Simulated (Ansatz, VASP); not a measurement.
# Cross-check of AgCl (Chlorargyrite) between VASP and Ansatz, part 2 of 2

Aim: how closely do two programs agree when they are given the same cell, functional and k mesh? The cell is taken from a series of VASP runs on this material, whose earlier steps may have relaxed, scaled or displaced it; both programs get it as it stands.

VASP 6.6.1 and Ansatz 0.2.0.

So far. Step 4 (Side by side): The walks stopped with 0.00 GPa left in Ansatz and 0.00 GPa in VASP; each walk ends within a tolerance, so the volume difference is uncertain by about these residues over the bulk modulus, most in soft cells.

### Step 5. Ansatz: relaxation of cell and atoms, HSE06

Level of this step: Ansatz beside VASP: Kohn-Sham DFT, plane waves, HSE06 (Ansatz).

The relaxed volume is the usual yardstick between codes: its relative difference is about their pressure difference at one cell divided by the bulk modulus. The cell compared in this pair holds 43.81 Å³, against 38.74 Å³ for the pair before.

The cell is taken from a series of VASP runs on this material, whose earlier steps may have relaxed, scaled or displaced it; both programs get it as it stands.

input.yaml reads:

```yaml
crystal:
  lattice:
    - [0.0, 2.7980219996, 2.7980219996]
    - [2.7980219996, 0.0, 2.7980219996]
    - [2.7980219996, 2.7980219996, 0.0]
  atoms:
    - { symbol: Ag, position: [0.0, 0.0, 0.0] }
    - { symbol: Cl, position: [0.5, 0.5, 0.5] }
hamiltonian:
  xc: { exchange: pbe, correlation: pbe, exx: { coeff: 0.25, omega: 0.2 } }
  pseudopotentials: { kind: paw }
kpoints:
  mp_grid: { grid: [5, 5, 5] }
scf:
  occupations: { method: gaussian, width: 0.03 }
relax:
  f_tol: 0.01
  max_steps: 60
  cell: { stress_tol: 0.05 }
output:
  forces: true
  stress: true
```

Launch:

```
> ansatz run input.yaml --threads 4 --pin off --max-ram 9216MiB --backend cpu --events-out ev --progress --plain --runs-dir out
```

Numbers of over 12 decimals in the logs are rounded to 6 here.

Output:

```text
[...]
Crystal: 2 atoms, lattice volume = 43.811 Å³
Basis set: ecut = 420 eV, 869 PW (Γ), exchange–correlation on 54×54×54 points (8 copies of the dense FFT grid, shifted against one another)
Bands: 17, of which v1, the nominal top of the filled ones, is band 13 counted from 1 (12 counted from 0)
Symmetry: 48 space group operations
[...]
k-points: 10 of 125
[...]
guard bands above this table: 2 of the run's 17 bands. The solve was not asked for them (output.publish_guard_bands: true or output.eigenvalues: true publishes all)
--- Relaxed structure (2 steps of the walk, 2 accepted, 1 SCFs on fresh bases) ---
[...]
cell:  # Å, volume = 44.0051 Å³
    - [0, 2.802147, 2.802147]
    - [2.802147, 0, 2.802147]
    - [2.802147, 2.802147, 0]
  atoms:
    - { symbol: Ag, position: [0, 0, 0] }
    - { symbol: Cl, position: [0.5, 0.5, 0.5] }
[key lines of the parts left out:]
Free energy (F): -8675.068020 eV
Fermi energy:    7.688836 eV
P = ⅓ Tr σ = -0.0120 GPa (-0.120 kbar)
```

Run time: 16 s. Hardware: 4 threads of Arm Neoverse V1, shared host; peak memory 0.87 GiB; 55 s of CPU time.

### Step 6. VASP: relaxation of cell and atoms, HSE06

The same cell, functional, mesh and smearing now go to VASP, with its own data sets and cutoff.

The run reads the wave functions of an earlier VASP run, which isn't shown here.

INCAR reads:

```
SYSTEM = AgCl
PREC = Accurate
ENCUT = 450
EDIFF = 1E-06
NELM = 100
ISMEAR = 0
SIGMA = 0.03
LREAL = .FALSE.
ALGO = Normal
LHFCALC = .TRUE.
AEXX = 0.25
GGA = PE
HFSCREEN = 0.2
LASPH = .TRUE.
NBANDS = 15
PRECFOCK = Fast
LORBIT = 11
LWAVE = .FALSE.
LCHARG = .FALSE.
KPAR = 2
IBRION = 2
NSW = 50
ISIF = 3
EDIFFG = -0.01
```

POSCAR reads:

```
AgCl
1.0
    0.0000000000      2.7980219996      2.7980219996
    2.7980219996      0.0000000000      2.7980219996
    2.7980219996      2.7980219996      0.0000000000
Ag Cl
1 1
Direct
    0.0000000000      0.0000000000      0.0000000000
    0.5000000000      0.5000000000      0.5000000000
```

KPOINTS reads:

```
Automatic mesh
0
Gamma
5 5 5
0 0 0
```

Potentials, in the order of the species: Ag and Cl (PBE family, release 64).

Launch:

```
> mpirun -np 2 vasp_std
```

Output:

```text
[banner, memory and clock lines left out]
running    2 mpi-ranks, on    1 nodes
[...]
LDA part: xc-table for (Slater+PW92), standard interpolation
 found WAVECAR, reading the header
 POSCAR, INCAR and KPOINTS ok, starting setup
[...]
reading WAVECAR
 the WAVECAR file was read successfully
 initial charge from wavefunction
 entering main loop
       N       E                     dE             d eps       ncg     rms          rms(c)
DAV:   1    -0.668172523510E+01   -0.66817E+01   -0.61814E-01   307   0.859E+00    0.195E+00
DAV:   2    -0.666595171244E+01    0.15774E-01   -0.87930E-02   307   0.362E+00    0.119E+00
DAV:   3    -0.666131338151E+01    0.46383E-02   -0.17307E-02   349   0.138E+00    0.758E-01
DAV:   4    -0.666132438513E+01   -0.11004E-04   -0.17613E-03   328   0.334E-01    0.481E-01
DAV:   5    -0.666134971606E+01   -0.25331E-04   -0.13513E-04   349   0.924E-02    0.292E-01
DAV:   6    -0.666134502883E+01    0.46872E-05   -0.10189E-05   314   0.274E-02    0.174E-01
DAV:   7    -0.666134420521E+01    0.82362E-06   -0.49193E-06   321   0.200E-02
   1 F= -.66613442E+01 E0= -.66613442E+01  d E =-.666134E+01
[...]
reached required accuracy - stopping structural energy minimisation
```

From OUTCAR (step 6):

```text
  Total       -0.0056273     -0.0056273     -0.0056273      0.0000000     -0.0000000      0.0000000
  in kB       -0.2057905     -0.2057905     -0.2057905      0.0000000     -0.0000000      0.0000000
  external PRESSURE =      -0.2057905 kB  Pullay stress =       0.0000000 kB

 POSITION                                       TOTAL-FORCE (eV/Angst)
 -----------------------------------------------------------------------------------
      0.00000      0.00000      0.00000         0.000000      0.000000      0.000000
      2.79802      2.79802      2.79802         0.000000      0.000000      0.000000
 -----------------------------------------------------------------------------------
    total drift:                                0.000000     -0.000000      0.000000

  FREE ENERGIE OF THE ION-ELECTRON SYSTEM (eV)
  ---------------------------------------------------
  free  energy   TOTEN  =        -6.6613442052 eV

  energy  without entropy=       -6.6613442052  energy(sigma->0) =       -6.66134421

[... 1 part as in an earlier step ...]

[... 3 further parts left out ...]
[key lines of the parts left out:]
E-fermi :   2.4977
```

The k-mesh is coarse for exact exchange; levels may shift by about 0.1 eV on a finer one.

### Step 7. Comparison

What differs besides the data sets and the points named for the pairs above, as far as they apply: exact exchange at q = 0 is treated differently, which shows on coarse meshes; VASP keeps PBE cores, Ansatz makes them for the functional; VASP takes a coarser grid for exact exchange (PRECFOCK = Fast). Total energies have different zeros and are not compared.

Compared:

| quantity | Ansatz | VASP | difference |
| --- | --- | --- | --- |
| volume (Å³) | 44.01 | 43.81 | +0.44 % |
| edge a after relaxation, in the typed setting (Å) | 3.963 | 3.957 | +0.15 % |

The walks stopped with -0.01 GPa left in Ansatz and -0.02 GPa in VASP; each walk ends within a tolerance, so the volume difference is uncertain by about these residues over the bulk modulus, most in soft cells.

### Step 8. Summary of results

| Item | Value |
| --- | --- |
| difference in volume (relaxation of cell and atoms, PBEsol with D3(BJ)) | 0.13 % |
| difference in volume (relaxation of cell and atoms, HSE06) | 0.44 % |

**Reading.** The difference in volume is 0.44 % (relaxation of cell and atoms, HSE06), within the 1.2 % picked in this series as the mark of a large difference, as far as the stopping tolerances let one tell. How closely two codes agree says nothing of how well the functional describes the real material.

[Lines on the potential files, build, host, timing and source positions are cut from VASP's logs without a mark.]

[Logs are printed without paths, hosts, clocks, repeated set-up lines and the standing remarks that a program may print on its own settings, such as how far it seeks lower states.]

[Hosts, paths, dates, database ids (printed as entryN), source tags and the programs' standing remarks are cut or masked in the printed files.]
